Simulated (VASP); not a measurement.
Input of a VASP 6.6.1 run:

INCAR

```
ALGO     = Normal         # electronic algorithm
EDIFF    = 1E-7           # SCF threshold, eV
ENCUT    = 520            # plane-wave cutoff, eV
GGA      = PE             # functional
ISIF     = 2              # what is computed and relaxed
ISMEAR   = 0              # smearing method
LASPH    = True           # aspherical terms in the spheres
LCHARG   = False          # write CHGCAR
LREAL    = False          # projectors in reciprocal space
LWAVE    = False          # write WAVECAR
NBANDS   = 19             # bands
NELM     = 100            # most SCF steps
PREC     = Accurate       # precision mode
SIGMA    = 0.01           # smearing width, eV
```

The input KPOINTS:

```
k-points
0
Gamma
  4 4 4
```

File POSCAR:

```
SrCl2
1.0
    0.0000000000      3.4977180859      3.4977180859
    3.4977180859      0.0000000000      3.4977180859
    3.4977180859      3.4977180859      0.0000000000
Sr Cl
1 2
Direct
    0.0000000000      0.0000000000      0.0000000000
    0.2500000000      0.2500000000      0.2500000000
    0.7500000000      0.7500000000      0.7500000000
```

Potentials or basis: VASP PAW PBE potentials, release 64 (Sr_sv, Cl).

The run is started by

```bash
$ cat potpaw_PBE.64/Sr_sv/POTCAR potpaw_PBE.64/Cl/POTCAR > POTCAR
$ mpirun -np 1 vasp_std > vasp.out
```

Q: Predict the band gap on the k mesh.

A: 5.31 eV, indirect (least direct gap 5.51 eV).

Q: Predict the pressure.

A: 0.8 GPa.

A k mesh can miss the band edges.
